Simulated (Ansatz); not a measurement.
A plane-wave DFT run in Ansatz 0.2.0 (scalar-relativistic PAW potentials unless the input names others): input and command.

```yaml
crystal:
  lattice:
    - [0.0, 2.0016974543, 2.101782327]
    - [2.0016974543, 0.0, 2.101782327]
    - [2.0016974543, 2.0016974543, 0.0]
  atoms:
    - { symbol: Al, position: [0.5, 0.5, 0.5] }
    - { symbol: "N", position: [0.0, 0.0, 0.0] }
basis:
  ecutwfc: 420
kpoints:
  mp_grid: { grid: [10, 10, 10] }
hamiltonian:
  xc: pbesol
scf:
  occupations: { method: fixed }
  max_iter: 60
output:
  forces: true
  eigenvalues: true
  stress: true
```

```bash
ansatz run input.yaml --threads 1 --pin off --max-ram 2560MiB --backend cpu --events-out ev --progress --plain --runs-dir out
```

Abridged log:
```
Basis set: ecut = 420 eV, 331 PW (Γ), exchange–correlation on 40×40×40 points (8 copies of the dense FFT grid, shifted against one another)
Bands: 8, of which v1, the nominal top of the filled ones, is band 4 counted from 1 (3 counted from 0)
Symmetry: 16 space group operations
k-points: 102 of 1000
SCF iter   1: F=—  HF=-905.734757 eV  |F-HF|=—  |Δ(HF+E_count)|=         —  Δρ=1.09e-2  dr2=1.92e-2  ethr=1.77e-3  ⟨swp⟩=4.1  Hψ=4973  notcnv=0  defer=167
SCF iter   2: F=—  HF=-905.729263 eV  |F-HF|=—  |Δ(HF+E_count)|=   5.49e-3  Δρ=3.83e-3  dr2=1.68e-3  ethr=2.40e-4  ⟨swp⟩=2.6  Hψ=2007  notcnv=0  defer=204
SCF iter   3: F=—  HF=-905.728748 eV  |F-HF|=—  |Δ(HF+E_count)|=   5.16e-4  Δρ=8.29e-4  dr2=3.62e-5  ethr=2.10e-5  ⟨swp⟩=2.4  Hψ=1320  notcnv=0  defer=192
SCF iter   4: F=—  HF=-905.728749 eV  |F-HF|=—  |Δ(HF+E_count)|=   9.04e-7  Δρ=3.71e-5  dr2=9.64e-8  ethr=4.52e-7  ⟨swp⟩=1.1  Hψ=836  notcnv=0  defer=73
SCF iter   5: F=-905.728749 eV  HF=-905.728749 eV  |F-HF|=2.62e-10  |Δ(HF+E_count)|=   1.20e-8  Δρ=4.11e-6  dr2=4.90e-10  ethr=1.20e-9  ⟨swp⟩=2.5  Hψ=1198  notcnv=0  defer=73
SCF iter   6: F=-905.728749 eV  HF=-905.728749 eV  |F-HF|=1.14e-12  |Δ(HF+E_count)|=  2.51e-10  Δρ=3.41e-7  dr2=7.32e-12  ethr=6.12e-12  ⟨swp⟩=3.0  Hψ=4059  notcnv=0
SCF 1 converged in 6 iterations: F = -905.728749 eV  dr2 = 7.32e-12
SCF converged after 6 iterations
Free energy (F): -905.728749 eV
Harris-Foulkes:  -905.728749 eV  (|F-HF|=1.14e-12)
Internal energy: -905.728749 eV  (E = F + TS)
E sigma→0 (E₀):  -905.728749 eV
Fermi energy:    11.078471 eV
--- Forces (eV/Å), atoms counted from 1 ---
  atom   1  Al     0.00000000     0.00000000     0.00000000
  atom   2  N      0.00000000     0.00000000     0.00000000
--- Stress (GPa, compression-positive) ---
        0.491612       0.000000       0.000000
        0.000000       0.491612       0.000000
        0.000000       0.000000     -11.147895
  P = ⅓ Tr σ = -3.3882 GPa (-33.882 kbar)
```

One setting here is unusual or wrong in general: fixed occupations typed without regard to the gap (scf.occupations: {"method": "gaussian", "width": 0.05} → {"method": "fixed"}). For this cell it did little harm to the result: the run converged in 6 SCF iterations (reference: 6) with an energy at zero smearing within 0.01 meV/atom of the reference's, pressure -3.39 GPa, largest force 0.000 eV/Å, gap on the mesh 4.05 eV. A reference run from the same start on usual settings converged with pressure -3.39 GPa, largest force 0.000 eV/Å, gap on the mesh 4.05 eV.

The run took 1.2 s on 1 thread of Intel(R) Xeon(R) Platinum 8259CL CPU @ 2.50GHz (Skylake/Cascade Lake), with other jobs on the host, peak memory 0.31 GiB.